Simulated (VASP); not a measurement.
# CdTe (F-43m) in VASP: single point with PBE

Aim: the single point of CdTe with PBE.

All numbers are computed with VASP 6.6.1; they aren't measurements. Logs are shortened: lines on timing, memory, paths and dates and some standing lists are left out, and cuts for length are marked.

## (1) The undisturbed crystal

It takes space group F-43m (No. 216, cubic). The conventional cell has a = 6.410 Å, b = 6.410 Å, c = 6.410 Å, α = 90.00°, β = 90.00°, γ = 90.00°. Cd (site symmetry -43m) is surrounded by 4 Te at 2.78 Å. Te (site symmetry -43m) is surrounded by 4 Cd at 2.78 Å.

## (2) Single point, PBE (volume scaled by 0.98)

INCAR reads:

```
SYSTEM = CdTe
PREC = Accurate
ENCUT = 520
EDIFF = 1E-7
ISMEAR = -1
SIGMA = 0.08
LREAL = .FALSE.
LASPH = .TRUE.
NELM = 100
ALGO = Fast
ISIF = 2
LWAVE = .FALSE.
LCHARG = .FALSE.
GGA = PE
NBANDS = 16
```

KPOINTS reads:

```
regular mesh
0
G
  9 9 9
  0 0 0
```

POSCAR reads:

```
CdTe
1.0
    0.0000000000      3.1834892848      3.1834892848
    3.1834892848      0.0000000000      3.1834892848
    3.1834892848      3.1834892848      0.0000000000
Cd Te
1 1
Direct
    0.0000000000      0.0000000000      0.0000000000
    0.7500000000      0.7500000000      0.7500000000
```

Potentials or basis: VASP PAW PBE potentials, release 64 (Cd, Te).

The run is started by

```
$ cat potpaw_PBE.64/Cd/POTCAR potpaw_PBE.64/Te/POTCAR > POTCAR
$ mpirun -np 1 vasp_std > vasp.out
```

OUTCAR:

```text
SYSTEM = CdTe
   PREC = Accurate
   ENCUT = 520
   EDIFF = 1E-7
   ISMEAR = -1
   LREAL = .FALSE.
   LASPH = .TRUE.
   NELM = 100
   ISIF = 2
   GGA = PE

 ion  position               nearest neighbor table
   1  0.000  0.000  0.000-   2 2.76   2 2.76   2 2.76   2 2.76
   2  0.750  0.750  0.750-   1 2.76   1 2.76   1 2.76   1 2.76

  LATTYP: Found a face centered cubic cell.
 ALAT       =     6.3669785696

  Lattice vectors:

 A1 = (   0.0000000000,   3.1834892848,   3.1834892848)
 A2 = (   3.1834892848,   0.0000000000,   3.1834892848)
 A3 = (   3.1834892848,   3.1834892848,   0.0000000000)

Analysis of symmetry for initial positions (statically):
=====================================================================
 Subroutine PRICEL returns:
 Original cell was already a primitive cell.

 Routine SETGRP: Setting up the symmetry group for a
 face centered cubic supercell.

 Subroutine GETGRP returns: Found 24 space group operations
 (whereof 24 operations were pure point group operations)
 out of a pool of 48 trial point group operations.

The static configuration has the point symmetry T_d .

Analysis of symmetry for dynamics (positions and initial velocities):
=====================================================================
 Subroutine PRICEL returns:
 Original cell was already a primitive cell.

 Routine SETGRP: Setting up the symmetry group for a
 face centered cubic supercell.

 Subroutine GETGRP returns: Found 24 space group operations
 (whereof 24 operations were pure point group operations)
 out of a pool of 48 trial point group operations.

The dynamic configuration has the point symmetry T_d .

 Subroutine INISYM returns: Found 24 space group operations
 (whereof 24 operations are pure point group operations),
 and found     1 'primitive' translations

----------------------------------------------------------------------------------------

                                     Primitive cell

  volume of cell :      64.5268

  direct lattice vectors                    reciprocal lattice vectors
     0.000000000  3.183489285  3.183489285    -0.157060368  0.157060368  0.157060368
     3.183489285  0.000000000  3.183489285     0.157060368 -0.157060368  0.157060368
     3.183489285  3.183489285  0.000000000     0.157060368  0.157060368 -0.157060368

  length of vectors
     4.502133722  4.502133722  4.502133722     0.272036538  0.272036538  0.272036538

  position of ions in fractional coordinates (direct lattice)
     0.000000000  0.000000000  0.000000000
     0.750000000  0.750000000  0.750000000

  ion indices of the primitive-cell ions
   primitive index   ion index
                 1           1
                 2           2

----------------------------------------------------------------------------------------

 KPOINTS: regular mesh

Automatic generation of k-mesh.
 Grid dimensions read from file:
 generate k-points for:    9    9    9

 Generating k-lattice:

  Cartesian coordinates                     Fractional coordinates (reciprocal lattice)
    -0.017451152  0.017451152  0.017451152     0.111111111  0.000000000  0.000000000
     0.017451152 -0.017451152  0.017451152     0.000000000  0.111111111  0.000000000
     0.017451152  0.017451152 -0.017451152     0.000000000  0.000000000  0.111111111

  Length of vectors
     0.030226282  0.030226282  0.030226282

  Shift w.r.t. Gamma in fractional coordinates (k-lattice)
     0.000000000  0.000000000  0.000000000

 Subroutine IBZKPT returns following result:
 ===========================================

 Found     35 irreducible k-points:

 Following reciprocal coordinates:
            Coordinates               Weight
  0.000000  0.000000  0.000000      1.000000
  0.111111  0.000000  0.000000      8.000000
  0.222222  0.000000  0.000000      8.000000
  0.333333  0.000000  0.000000      8.000000
  0.444444  0.000000  0.000000      8.000000
  0.111111  0.111111  0.000000      6.000000
[... 16 lines left out ...]
 -0.333333  0.333333  0.000000     12.000000
  0.444444  0.444444  0.000000      6.000000
 [... further k-points ...]
   k-points           NKPTS =     35   k-points in BZ     NKDIM =     35   number of bands    NBANDS=     16
   number of dos      NEDOS =    301   number of ions     NIONS =      2
   total plane-waves  NPLWV =  46656
   dimension x,y,z NGX =    36 NGY =   36 NGZ =   36
   dimension x,y,z NGXF=    72 NGYF=   72 NGZF=   72
   ions per type =               1   1
   NGX,Y,Z   is equivalent  to a cutoff of  13.29, 13.29, 13.29 a.u.
   NGXF,Y,Z  is equivalent  to a cutoff of  26.59, 26.59, 26.59 a.u.
 SYSTEM =  CdTe
   PREC   = accura    normal or accurate (medium, high low for compatibility)
   ISTART =      0    job   : 0-new  1-cont  2-samecut
   ICHARG =      2    charge: 1-file 2-atom 10-const
   ISPIN  =      1    spin polarized calculation?
   LNONCOLLINEAR =      F non collinear calculations
   LSORBIT =      F    spin-orbit coupling
   LASPH  =      T    aspherical Exc in radial PAW
   ENCUT  =  520.0 eV  38.22 Ry    6.18 a.u.   8.37  8.37  8.37*2*pi/ulx,y,z
   NELM   =    100;   NELMIN=  2; NELMDL= -5     # of ELM steps
   EDIFF  = 0.1E-06   stopping-criterion for ELM
   LREAL  =      F    real-space projection
   EDIFFG = 0.1E-05   stopping-criterion for IOM
   NSW    =      0    number of steps for IOM
   IBRION =     -1    ionic relax: 0-MD 1-quasi-New 2-CG
   NFREE  =      0    steps in history (QN), initial steepest desc. (CG)
   ISIF   =      2    stress and relaxation
   ISYM   =      2    0-nonsym 1-usesym 2-fastsym
   POTIM  = 0.5000    time-step for ionic-motion
   TEBEG  =    0.0;   TEEND  =   0.0 temperature during run
   PSTRESS=    0.0 pullay stress
   NELECT =      18.0000    total number of electrons
   NUPDOWN=      -1.0000    fix difference up-down
   EMIN   =  10.00;   EMAX   =-10.00  energy-range for DOS
   EFERMI =   0.00;   METHOD = LEGACY
   ISMEAR =    -1;   SIGMA  =   0.08  broadening in eV -4-tet -1-fermi 0-gaus
   EFERMI_NEDOS =   21; number of points for ismear=-14 and -15
   IALGO  =     68    algorithm
   IMIX   =      4    mixing-type and parameters
     AMIX     =   0.40;   BMIX     =  1.00
     AMIX_MAG =   1.60;   BMIX_MAG =  1.00
  volume/ion in A,a.u.               =      32.26       217.72
  Fermi-wavevector in a.u.,A,eV,Ry     =   1.069676  2.021395 15.567880  1.144207
  Thomas-Fermi vector in A             =   2.205363
   LORBIT       =      0    0 simple, 1 ext, 2 COOP (PROOUT), +10 PAW based schemes
   GGA     = PE    functional components
   LHFCALC =     F    Hartree Fock is set to
   AEXX    =    0.0000 exact exchange contribution
   IVDW    =     0    specifies the selected vdW correction
   LEPSILON=     F    determine dielectric tensor
   LRPA    =     F    only Hartree local field effects (RPA)
 non-spin polarized calculation
 RMM-DIIS sequential band-by-band and
  energy-cutoff  :      520.00
  volume of cell :       64.53
 maximum number of plane-waves:      1807
 NGX is ok and might be reduce to    36
   NGX = 17   NGY = 17   NGZ = 17

 number of electron      18.0000001 magnetization

 Free energy of the ion-electron system (eV)
  ---------------------------------------------------
  ext. energy  EPLUGINS =         0.00000000
  ---------------------------------------------------
  free energy    TOTEN  =        -4.68650004 eV

  energy without entropy =       -4.68647282  energy(sigma->0) =       -4.68648643

 E-fermi :   3.4027     XC(G=0):  -8.8232

 val. band max:        2.8489881486   @ k =   0.0000   0.0000   0.0000
 cond. band min:       3.7856391634   @ k =   0.0000   0.0000   0.0000
 fundamental gap:      0.9366510148
 Fermi energy:         3.4027179460

 k-point     1 :       0.0000    0.0000    0.0000
  band No.  band energies     occupation
      1      -8.6452      2.00000
      2      -5.6371      2.00000
      3      -5.6371      2.00000
      4      -5.6371      2.00000
      5      -5.3348      2.00000
      6      -5.3348      2.00000
[... 8 lines left out ...]
     15      12.2984      0.00000
     16      12.2984      0.00000

 k-point     2 :       0.1111    0.0000    0.0000
  band No.  band energies     occupation
      1      -8.5927      2.00000
      2      -5.6268      2.00000
      3      -5.6268      2.00000
      4      -5.5997      2.00000
      5      -5.3358      2.00000
      6      -5.3358      2.00000
[... 8 lines left out ...]
     15      11.6083      0.00000
     16      11.6083      0.00000

 k-point     3 :       0.2222    0.0000    0.0000
  band No.  band energies     occupation
      1      -8.4590      2.00000
      2      -5.6022      2.00000
      3      -5.6022      2.00000
      4      -5.4720      2.00000
      5      -5.3362      2.00000
      6      -5.3362      2.00000
[... 8 lines left out ...]
     15      11.2775      0.00000
     16      11.2775      0.00000

 k-point     4 :       0.3333    0.0000    0.0000
  band No.  band energies     occupation
      1      -8.3074      2.00000
      2      -5.5782      2.00000
      3      -5.5782      2.00000
      4      -5.3318      2.00000
      5      -5.3318      2.00000
      6      -5.2367      2.00000
[... 8 lines left out ...]
     15      11.7936      0.00000
     16      11.7936      0.00000
[... 324 lines left out ...]
 k-point    22 :      -0.4444    0.3333    0.0000
  band No.  band energies     occupation
      1      -8.0823      2.00000
      2      -5.5062      2.00000
      3      -5.4750      2.00000
      4      -5.3984      2.00000
      5      -5.3155      2.00000
      6      -4.7628      2.00000
[... 8 lines left out ...]
     15      13.0642      0.00000
     16      15.0083      0.00000

 k-point    23 :      -0.3333    0.3333    0.0000
  band No.  band energies     occupation
      1      -8.0965      2.00000
      2      -5.5213      2.00000
      3      -5.4955      2.00000
      4      -5.3682      2.00000
      5      -5.3301      2.00000
      6      -4.7620      2.00000
[... 8 lines left out ...]
     15      11.9246      0.00000
     16      15.2438      0.00000

 k-point    24 :       0.4444    0.4444    0.0000
  band No.  band energies     occupation
      1      -8.0777      2.00000
      2      -5.4631      2.00000
      3      -5.4516      2.00000
      4      -5.4516      2.00000
      5      -5.3007      2.00000
      6      -4.8350      2.00000
[... 8 lines left out ...]
     15      13.6631      0.00000
     16      14.9664      0.00000

 [... further k-points ...]
[... 5 lines left out ...]
  --------------------------------------------------------------------------------------
  -------------------------------------------------------------------------------------
  Total        2.2360159      2.2360159      2.2360159      0.0000000      0.0000000      0.0000000
  in kB       55.5194677     55.5194677     55.5194677      0.0000000      0.0000000      0.0000000
  external PRESSURE =      55.5194677 kB  Pullay stress =       0.0000000 kB

 VOLUME and BASIS-vectors are now :
 -----------------------------------------------------------------------------
  energy-cutoff  :      520.00
  volume of cell :       64.53
      direct lattice vectors                 reciprocal lattice vectors
     0.000000000  3.183489285  3.183489285    -0.157060368  0.157060368  0.157060368
     3.183489285  0.000000000  3.183489285     0.157060368 -0.157060368  0.157060368
     3.183489285  3.183489285  0.000000000     0.157060368  0.157060368 -0.157060368

 POSITION                                       TOTAL-FORCE (eV/Angst)
 -----------------------------------------------------------------------------------
      0.00000      0.00000      0.00000         0.000000      0.000000     -0.000000
      4.77523      4.77523      4.77523        -0.000000     -0.000000      0.000000
 -----------------------------------------------------------------------------------
    total drift:                                0.000000      0.000000      0.000000

  FREE ENERGIE OF THE ION-ELECTRON SYSTEM (eV)
  ---------------------------------------------------
  free  energy   TOTEN  =        -4.6865000392 eV

  energy  without entropy=       -4.6864728191  energy(sigma->0) =       -4.68648643
```

Wall time 34 s (1 thread of Intel Xeon Platinum 8488C (Sapphire Rapids), shared host); peak memory 0.22 GiB.

Results:

```yaml
Free_energy: -4.6865 eV
Pressure: 5.6 GPa
Band_gap_on_the_k_mesh: 0.94 eV, direct
```

Caveat: spin-orbit coupling is left out, which moves the levels of the heavy elements.
